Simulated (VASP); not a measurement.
# Gap, carriers and strain in Hg2Ge (Fm-3m), part 2 of 3

Wanted: where the band edges of Hg2Ge lie, how heavy the carriers are and how strain moves the gap. The cell is generated by rule, not measured, and may not be a known phase.

VASP 6.6.1, plane waves and PAW; the level of theory is named at each step.

So far. Step 3 (Bands on a dense mesh): At 23.4 GPa the cell is away from the equilibrium volume of this level: left free, it would expand.

The structure was built from a prototype and need not be the compound's stable phase.

**4. Bands with spin-orbit coupling**

This step: LDA, spin-orbit coupling; plane waves and PAW (Ge_d, Hg); invented cell (VASP 6.6.1).

Spin-orbit coupling can split and shift the band edges, more so for heavy elements, so the bands are solved again with spinors.

File INCAR:

```
SYSTEM = Hg2Ge
PREC = Accurate
ENCUT = 410
EDIFF = 1E-06
NELM = 100
ISMEAR = 0
SIGMA = 0.02
LREAL = .FALSE.
ALGO = Normal
GGA = CA
LNONCOLLINEAR = .TRUE.
MAGMOM = 0 0 0 0 0 0 0 0 0
NBANDS = 50
GGA_COMPAT = .FALSE.
LASPH = .TRUE.
LSORBIT = .TRUE.
LORBIT = 11
LWAVE = .FALSE.
LCHARG = .FALSE.
KPAR = 4
ISIF = 2
```

File POSCAR:

```
Hg2Ge
1.0
    0.0000000000      3.0328200000      3.0328200000
    3.0328200000      0.0000000000      3.0328200000
    3.0328200000      3.0328200000      0.0000000000
Ge Hg
1 2
Direct
    0.0000000000      0.0000000000      0.0000000000
    0.2500000000      0.2500000000      0.2500000000
    0.7500000000      0.7500000000      0.7500000000
```

File KPOINTS:

```
Automatic mesh
0
Gamma
8 8 8
0 0 0
```

File KPOINTS_OPT:

```
Line mode
16
Line-mode
Reciprocal
  0.00000000   0.00000000   0.00000000 GAMMA
  0.50000000   0.00000000   0.50000000 X

  0.50000000   0.00000000   0.50000000 X
  0.50000000   0.25000000   0.75000000 W

  0.50000000   0.25000000   0.75000000 W
  0.37500000   0.37500000   0.75000000 K

  0.37500000   0.37500000   0.75000000 K
  0.00000000   0.00000000   0.00000000 GAMMA

  0.00000000   0.00000000   0.00000000 GAMMA
  0.50000000   0.50000000   0.50000000 L

  0.50000000   0.50000000   0.50000000 L
  0.62500000   0.25000000   0.62500000 U

  0.62500000   0.25000000   0.62500000 U
  0.50000000   0.25000000   0.75000000 W

  0.50000000   0.25000000   0.75000000 W
  0.50000000   0.50000000   0.50000000 L

  0.50000000   0.50000000   0.50000000 L
  0.37500000   0.37500000   0.75000000 K

  0.62500000   0.25000000   0.62500000 U
  0.50000000   0.00000000   0.50000000 X
```

PAW data sets: Ge_d and Hg (LDA family, release 64).

On the command line:

```bash
$ mpirun -np 4 vasp_ncl
```

Log:

```text
[... set-up lines as in an earlier step ...]
 entering main loop
       N       E                     dE             d eps       ncg     rms          rms(c)
DAV:   1     0.389014203768E+03    0.38901E+03   -0.15778E+04  3798   0.288E+03
DAV:   2     0.453438472698E+02   -0.34367E+03   -0.32665E+03  2900   0.780E+02
DAV:   3    -0.463321760863E+01   -0.49977E+02   -0.48962E+02  3202   0.180E+02
DAV:   4    -0.703070400119E+01   -0.23975E+01   -0.23900E+01  3262   0.442E+01
DAV:   5    -0.707096320776E+01   -0.40259E-01   -0.40249E-01  3200   0.588E+00    0.164E+01
DAV:   6    -0.655753880060E+01    0.51342E+00   -0.10080E+00  3352   0.124E+01    0.112E+01
DAV:   7    -0.651307341799E+01    0.44465E-01   -0.23883E-01  3094   0.350E+00    0.375E+00
DAV:   8    -0.650647170994E+01    0.66017E-02   -0.41256E-02  3242   0.260E+00    0.973E-01
DAV:   9    -0.650627954397E+01    0.19217E-03   -0.11705E-03  3148   0.358E-01    0.167E-01
DAV:  10    -0.650615287040E+01    0.12667E-03   -0.81155E-04  3532   0.409E-01    0.764E-02
DAV:  11    -0.650611916309E+01    0.33707E-04   -0.76630E-05  3274   0.114E-01    0.195E-02
DAV:  12    -0.650611948613E+01   -0.32303E-06   -0.60545E-05  3636   0.890E-02    0.130E-02
DAV:  13    -0.650611651947E+01    0.29667E-05   -0.84426E-06  3110   0.386E-02    0.370E-03
DAV:  14    -0.650611634789E+01    0.17158E-06   -0.85985E-07  2078   0.755E-03
   1 F= -.65061163E+01 E0= -.65060102E+01  d E =-.212254E-03  mag=     0.0000     0.0000     0.0000
 Start KPOINTS_OPT (optional k-point list driver)
k-point batch [1-29\160]
       N       E                     dE             ncg
DAV:   1     0.444419618941E+04   -0.18250E+05     3818
DAV:   2    -0.547147340097E+04   -0.99157E+04     2900
DAV:   3    -0.688832751849E+04   -0.14169E+04     3220
DAV:   4    -0.695397386162E+04   -0.65646E+02     3250
DAV:   5    -0.695507986644E+04   -0.11060E+01     3300
DAV:   6    -0.695510310372E+04   -0.23237E-01     3310
DAV:   7    -0.695510388951E+04   -0.78579E-03     3292
DAV:   8    -0.695510392628E+04   -0.36773E-04     3314
DAV:   9    -0.695510392801E+04   -0.17352E-05     2368
DAV:  10    -0.695510392813E+04   -0.11547E-06     1996
[...]
k-point batch [146-160\160]
       N       E                     dE             ncg
DAV:   1     0.167107522252E+05   -0.14216E+05     1922
DAV:   2     0.115100969386E+05   -0.52007E+04     1508
DAV:   3     0.107754592962E+05   -0.73464E+03     1656
DAV:   4     0.107430577382E+05   -0.32402E+02     1744
DAV:   5     0.107425268241E+05   -0.53091E+00     1674
DAV:   6     0.107425164790E+05   -0.10345E-01     1714
DAV:   7     0.107425161454E+05   -0.33363E-03     1660
DAV:   8     0.107425161307E+05   -0.14645E-04     1712
DAV:   9     0.107425161300E+05   -0.70499E-06     1194
```

Elapsed: 2.1 min, on 4 MPI ranks of Intel Xeon Platinum 8259CL at 2.50GHz (Skylake/Cascade Lake), shared host; peak memory 1.2 GiB.

OUTCAR, selected parts (step 4):

```text
The static configuration has the point symmetry O_h .

 Found     29 irreducible k-points:

   k-points           NKPTS =     29   k-points in BZ     NKDIM =     29   number of bands    NBANDS=     50

   NELECT =      38.0000    total number of electrons

 E-fermi :   5.8399

 k-point     1 :       0.0000    0.0000    0.0000
  band No.  band energies     occupation
    ...
     30      -0.6463      1.00000
     31      -0.6463      1.00000
     32      -0.6463      1.00000
     33       5.1989      1.00000
     34       5.1989      1.00000
     35       6.4591      0.00000
     36       6.4591      0.00000
     37       7.3014      0.00000
     38       7.3014      0.00000
     39       7.6829      0.00000
    ...

 k-point     2 :       0.1250    0.0000    0.0000
  band No.  band energies     occupation
    ...
     32      -0.7614      1.00000
     33       4.3702      1.00000
     34       4.3702      1.00000
     35       5.4799      1.00000
     36       5.4799      1.00000
     37       6.6327      0.00000
     38       6.6327      0.00000
     39       7.0622      0.00000
     40       7.0622      0.00000
     41       7.9820      0.00000
    ...

  Total        7.8547159      7.8547159      7.8547159      0.0000000     -0.0000000      0.0000000
  in kB      225.5647130    225.5647130    225.5647130      0.0000000     -0.0000000      0.0000000
  external PRESSURE =     225.5647130 kB  Pullay stress =       0.0000000 kB

 POSITION                                       TOTAL-FORCE (eV/Angst)
 -----------------------------------------------------------------------------------
      0.00000      0.00000      0.00000        -0.000000      0.000000      0.000000
      1.51641      1.51641      1.51641         0.000000      0.000000      0.000000
      4.54923      4.54923      4.54923        -0.000000     -0.000000     -0.000000
 -----------------------------------------------------------------------------------
    total drift:                                0.000000      0.000000      0.000000

  FREE ENERGIE OF THE ION-ELECTRON SYSTEM (eV)
  ---------------------------------------------------
  free  energy   TOTEN  =        -6.5061163479 eV

  energy  without entropy=       -6.5059040936  energy(sigma->0) =       -6.50601022

 Spin-Orbit-Coupling matrix elements
 Ion:    1  E_soc:     -0.0170176
 Ion:    2  E_soc:     -0.6565034
 Ion:    3  E_soc:     -0.6565034

 total charge
# of ion       s       p       d       tot
------------------------------------------
    1        1.205   1.202  10.080  12.487
    2        0.875   0.536   9.324  10.735
    3        0.875   0.536   9.324  10.735
--------------------------------------------------
tot          2.954   2.274  28.728  33.957

 magnetization (x)
# of ion       s       p       d       tot
------------------------------------------
    1       -0.000  -0.000   0.000  -0.000
    2       -0.000  -0.000  -0.000  -0.000
    3       -0.000   0.000   0.000   0.000
--------------------------------------------------
tot         -0.000  -0.000   0.000  -0.000

 magnetization (y)
# of ion       s       p       d       tot
------------------------------------------
    1        0.000  -0.000   0.000  -0.000
    2        0.000   0.000   0.000   0.000
    3        0.000   0.000   0.000   0.000
--------------------------------------------------
tot          0.000  -0.000   0.000   0.000

 magnetization (z)
# of ion       s       p       d       tot
------------------------------------------
    1       -0.000  -0.000   0.000  -0.000
    2        0.000   0.000  -0.000   0.000
    3        0.000  -0.000   0.000   0.000
--------------------------------------------------
tot         -0.000  -0.000   0.000   0.000

[... 7 parts as in an earlier step ...]

[... 5 further parts left out ...]
```

This step gave:

| Item | Value |
| --- | --- |
| SCF cycles | 14 |
| bands | 50 |
| irreducible k-points | 29 |
| free energy (TOTEN) | -6.506 eV |
| energy at zero smearing | -6.506 eV |
| Fermi energy | 5.840 eV |
| pressure | 22.56 GPa |

The spin moment in the PAW sphere vanishes on all atoms.

On-site spin-orbit energy by atom:

| atom | on-site spin-orbit energy (eV) |
| --- | --- |
| Ge1 | -0.017 |
| Hg2 | -0.657 |
| Hg3 | -0.657 |

Electronic bands along the path, in eV, zero at the Fermi level; # counts the bands kept, so #1 is VASP's band 19:

| point | #15 | #16 | #17 | #18 | #19 | #20 | #21 | #22 |
| --- | --- | --- | --- | --- | --- | --- | --- | --- |
| Γ | -0.64 | -0.64 | 0.62 | 0.62 | 1.46 | 1.46 | 1.84 | 1.84 |
| 0.53 of the way | -2.81 | -2.81 | -2.10 | -2.10 | -1.43 | -1.43 | -1.11 | -1.11 |
| X | -5.19 | -5.19 | -3.68 | -3.68 | -3.11 | -3.11 | -1.60 | -1.60 |
| 0.47 of the way | -5.14 | -5.14 | -4.33 | -4.33 | -3.81 | -3.81 | 0.10 | 0.10 |
| W | -4.99 | -4.99 | -4.85 | -4.85 | -4.46 | -4.46 | 3.15 | 3.15 |
| 0.47 of the way | -5.38 | -5.38 | -5.01 | -5.01 | -3.48 | -3.48 | 1.41 | 1.41 |
| K | -5.78 | -5.78 | -5.04 | -5.04 | -2.34 | -2.34 | -0.01 | -0.01 |
| 0.47 of the way | -3.64 | -3.64 | -3.41 | -3.41 | 0.28 | 0.28 | 0.81 | 0.81 |
| Γ | -0.64 | -0.64 | 0.62 | 0.62 | 1.46 | 1.46 | 1.84 | 1.84 |
| 0.47 of the way | -3.48 | -3.48 | -0.73 | -0.73 | 0.39 | 0.39 | 0.69 | 0.69 |
| L | -6.89 | -6.89 | -1.01 | -1.01 | 0.04 | 0.04 | 0.16 | 0.16 |
| 0.53 of the way | -6.56 | -6.56 | -3.24 | -3.24 | -1.14 | -1.14 | 0.57 | 0.57 |
| U | -5.78 | -5.78 | -5.04 | -5.04 | -2.34 | -2.34 | -0.01 | -0.01 |
| 0.53 of the way | -5.38 | -5.38 | -5.01 | -5.01 | -3.48 | -3.48 | 1.41 | 1.41 |
| W | -4.99 | -4.99 | -4.85 | -4.85 | -4.46 | -4.46 | 3.15 | 3.15 |
| 0.47 of the way | -6.46 | -6.46 | -3.49 | -3.49 | -2.02 | -2.02 | 1.64 | 1.64 |
| L | -6.89 | -6.89 | -1.01 | -1.01 | 0.04 | 0.04 | 0.16 | 0.16 |
| 0.47 of the way | -6.65 | -6.65 | -2.89 | -2.89 | -0.93 | -0.93 | 0.65 | 0.65 |
| K | -5.78 | -5.78 | -5.04 | -5.04 | -2.34 | -2.34 | -0.01 | -0.01 |
| jump to U | -5.78 | -5.78 | -5.04 | -5.04 | -2.34 | -2.34 | -0.01 | -0.01 |
| 0.47 of the way | -5.16 | -5.16 | -4.60 | -4.60 | -3.03 | -3.03 | -0.66 | -0.66 |
| X | -5.19 | -5.19 | -3.68 | -3.68 | -3.11 | -3.11 | -1.60 | -1.60 |

Of the projections kept (Ge, Hg), the largest for each band there; the rest of the weight can lie on other orbitals:

| point | #15 | #16 | #17 | #18 | #19 | #20 | #21 | #22 |
| --- | --- | --- | --- | --- | --- | --- | --- | --- |
| Γ | Ge 0.69 | Ge 0.69 | Hg 0.86 | Hg 0.86 | Ge 0.58 | Ge 0.58 | Ge 0.63 | Ge 0.63 |
| X | Hg 0.92 | Hg 0.92 | Hg 0.62 | Hg 0.62 | Hg 0.54 | Hg 0.54 | Hg 0.94 | Hg 0.94 |
| W | Hg 0.89 | Hg 0.89 | Hg 0.90 | Hg 0.90 | Hg 0.59 | Hg 0.59 | Hg 0.69 | Hg 0.69 |
| K | Hg 0.73 | Hg 0.73 | Hg 0.92 | Hg 0.92 | Hg 0.61 | Hg 0.61 | Hg 0.80 | Hg 0.80 |
| Γ | Ge 0.69 | Ge 0.69 | Hg 0.86 | Hg 0.86 | Ge 0.58 | Ge 0.58 | Ge 0.63 | Ge 0.63 |
| L | Hg 0.96 | Hg 0.96 | Hg 0.62 | Hg 0.62 | Hg 0.56 | Hg 0.56 | Ge 0.53 | Ge 0.53 |

**5. Orbitals for bands with HSE06**

This step: PBE; plane waves and PAW (Ge_d, Hg); invented cell (VASP 6.6.1).

The hybrid starts from PBE orbitals, which saves many expensive cycles.

File INCAR:

```
SYSTEM = Hg2Ge
PREC = Accurate
ENCUT = 410
EDIFF = 1E-05
NELM = 100
ISMEAR = 0
SIGMA = 0.02
LREAL = .FALSE.
ALGO = Normal
GGA = PE
NBANDS = 25
LORBIT = 11
LWAVE = .TRUE.
LCHARG = .FALSE.
KPAR = 4
```

POSCAR is that of step 4.

File KPOINTS:

```
Automatic mesh
0
Gamma
4 4 4
0 0 0
```

On the command line:

```bash
$ mpirun -np 4 vasp_std
```

Log:

```text
[banner, memory and clock lines left out]
running    4 mpi-ranks, on    1 nodes
 distrk:  each k-point on    1 cores,    4 groups
 distr:  one band on    1 cores,    1 groups

 POSCAR found type information on POSCAR GeHg
 POSCAR found :  2 types and       3 ions
|                                                                             |
|               ----> ADVICE to this user running VASP <----                  |
|                                                                             |
|     You enforced a specific xc type in the INCAR file but a different       |
|     [... a line on the potential file left out ...]
|     I HOPE YOU KNOW WHAT YOU ARE DOING!                                     |
|                                                                             |

 LDA part: xc-table for (Slater+PW92), standard interpolation
 POSCAR, INCAR and KPOINTS ok, starting setup
 FFT: planning ... GRIDC
 FFT: planning ... GRID_SOFT
 FFT: planning ... GRID
 WAVECAR not read
 entering main loop
       N       E                     dE             d eps       ncg     rms          rms(c)
DAV:   1     0.297101742789E+03    0.29710E+03   -0.17099E+04   506   0.278E+03
DAV:   2     0.245393726551E+02   -0.27256E+03   -0.26506E+03   408   0.627E+02
DAV:   3    -0.219468649756E+01   -0.26734E+02   -0.26590E+02   460   0.134E+02
DAV:   4    -0.283381983213E+01   -0.63913E+00   -0.63876E+00   453   0.201E+01
DAV:   5    -0.284146692265E+01   -0.76471E-02   -0.76465E-02   462   0.236E+00    0.143E+01
DAV:   6    -0.249649138129E+01    0.34498E+00   -0.67890E-01   490   0.102E+01    0.999E+00
DAV:   7    -0.245499688966E+01    0.41494E-01   -0.17527E-01   433   0.298E+00    0.275E+00
DAV:   8    -0.245203077227E+01    0.29661E-02   -0.29763E-02   468   0.222E+00    0.223E-01
DAV:   9    -0.245190183261E+01    0.12894E-03   -0.12870E-03   421   0.419E-01    0.112E-01
DAV:  10    -0.245191399652E+01   -0.12164E-04   -0.10797E-04   450   0.908E-02    0.146E-02
DAV:  11    -0.245192461631E+01   -0.10620E-04   -0.31002E-05   400   0.472E-02    0.160E-02
DAV:  12    -0.245192358398E+01    0.10323E-05   -0.81854E-06   303   0.326E-02
   1 F= -.24519236E+01 E0= -.24512533E+01  d E =-.134066E-02
 writing wavefunctions
```

Elapsed: 3.6 s, on 4 MPI ranks; peak memory 0.59 GiB.

OUTCAR, selected parts (step 5):

```text
   k-points           NKPTS =      8   k-points in BZ     NKDIM =      8   number of bands    NBANDS=     25

   NELECT =      38.0000    total number of electrons

 E-fermi :   6.3254

 k-point     1 :       0.0000    0.0000    0.0000
  band No.  band energies     occupation
    ...
     13      -1.2963      2.00000
     14      -1.2963      2.00000
     15      -0.5518      2.00000
     16      -0.5518      2.00000
     17       5.7146      2.00000
     18       7.9575      0.00000
     19       7.9575      0.00000
     20       7.9575      0.00000
     21       8.1202      0.00000
     22       8.1202      0.00000
    ...

  Total       11.7139009     11.7139009     11.7139009     -0.0000000      0.0000000      0.0000000
  in kB      336.3893423    336.3893423    336.3893423     -0.0000000      0.0000000      0.0000000
  external PRESSURE =     336.3893423 kB  Pullay stress =       0.0000000 kB

 POSITION                                       TOTAL-FORCE (eV/Angst)
 -----------------------------------------------------------------------------------
      0.00000      0.00000      0.00000        -0.000000     -0.000000      0.000000
      1.51641      1.51641      1.51641        -0.000000     -0.000000     -0.000000
      4.54923      4.54923      4.54923         0.000000      0.000000      0.000000
 -----------------------------------------------------------------------------------
    total drift:                                0.000000     -0.000000      0.000000

  FREE ENERGIE OF THE ION-ELECTRON SYSTEM (eV)
  ---------------------------------------------------
  free  energy   TOTEN  =        -2.4519235840 eV

  energy  without entropy=       -2.4505829265  energy(sigma->0) =       -2.45125326

[... 6 parts as in an earlier step ...]

[... 10 further parts left out ...]
```

The k-mesh is coarse for a metal. The PAW data sets were made with LDA, a small mismatch for this functional.

This step gave:

| Item | Value |
| --- | --- |
| SCF cycles | 12 |
| bands | 25 |
| irreducible k-points | 8 |
| free energy (TOTEN) | -2.452 eV |
| energy at zero smearing | -2.451 eV |
| Fermi energy | 6.325 eV |
| pressure | 33.64 GPa |

(Part 2 of 3 ends here.)

[Lines on the potential files, build, host, timing and source positions are cut from VASP's logs without a mark.]

[Logs are printed without paths, hosts, clocks, repeated set-up lines and the standing remarks that a program may print on its own settings, such as how far it seeks lower states.]

[Hosts, paths, dates, database ids (printed as entryN), source tags and the programs' standing remarks are cut or masked in the printed files.]

[In band tables of VASP the shares of atoms and orbitals are scaled to a sum of 1 inside the atoms' spheres.]

[Gaps and slopes under strain along one axis are those of the sampled path and mesh points; where strain splits equal valleys, another of them can be the edge.]
